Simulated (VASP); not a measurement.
Set up this calculation in VASP 6.6.1, as the native input.

```
Task                   : dielectric tensor
Functional             : PBE
Potentials or basis    : VASP PAW PBE potentials, release 64 (Si, C)
Cutoff                 : 520 eV
k mesh                 : 12 × 12 × 2
Occupations            : gaussian, width 0.03 eV
Spin                   : no spin polarisation
Monkhorst-Pack mesh    : no
Further INCAR settings : ALGO = Fast; EDIFF = 1e-08
```

The structure of SiC (Moissanite 6H) lies in POSCAR:

```
SiC                                     
1.0
    3.0798348513      0.0000000000      0.0000000000
   -1.5399174256      2.6672152207      0.0000000000
    0.0000000000      0.0000000000     15.1116731378
  Si              C             
     6     6
Direct
     0.0000000000000000    0.0000000000000000    0.1250363669735108
     0.0000000000000000    0.0000000000000000    0.6250363669735108
     0.3333333332999970    0.6666666667000030    0.2918190986567595
     0.6666666667000030    0.3333333332999970    0.7918190986567595
     0.3333333332999970    0.6666666667000030    0.9583117383177111
     0.6666666667000030    0.3333333332999970    0.4583117383177111
     0.0000000000000000    0.0000000000000000    0.9996886893862467
     0.0000000000000000    0.0000000000000000    0.4996886893862467
     0.3333333332999970    0.6666666667000030    0.1668269791811028
     0.6666666667000030    0.3333333332999970    0.6668269791811028
     0.3333333332999970    0.6666666667000030    0.8333171274846762
     0.6666666667000030    0.3333333332999970    0.3333171274846762
```

The input as run:

INCAR

```
ALGO = Fast ; EDIFF = 1E-8
ENCUT = 520 ; GGA = PE
ISIF = 2 ; ISMEAR = 0
KPAR = 4 ; LASPH = True
LCHARG = False ; LEPSILON = True
LREAL = False ; LWAVE = False
NELM = 80 ; PREC = Accurate
SIGMA = 0.03
```

KPOINTS

```
k-points
0
Gamma
  12 12 2
```

Potentials or basis: VASP PAW PBE potentials, release 64 (Si, C).

The run is started by

```sh
$ cat potpaw_PBE.64/Si/POTCAR potpaw_PBE.64/C/POTCAR > POTCAR
$ mpirun -np 4 vasp_std > vasp.out
```

Results of the run:

The band gap on the k mesh is 2.03 eV, indirect (least direct gap 3.12 eV), the electronic dielectric tensor (diagonal) is 7.00, 7.00, 7.24 and the born charges (mean of the diagonal) is Si +2.64, +2.72, +2.74; C -2.69, -2.71, -2.70 e.

Wall time 16 min on 4 MPI ranks on Intel(R) Xeon(R) Platinum 8375C CPU @ 2.90GHz (Ice Lake) (shared host), peak memory 0.84 GiB a rank.
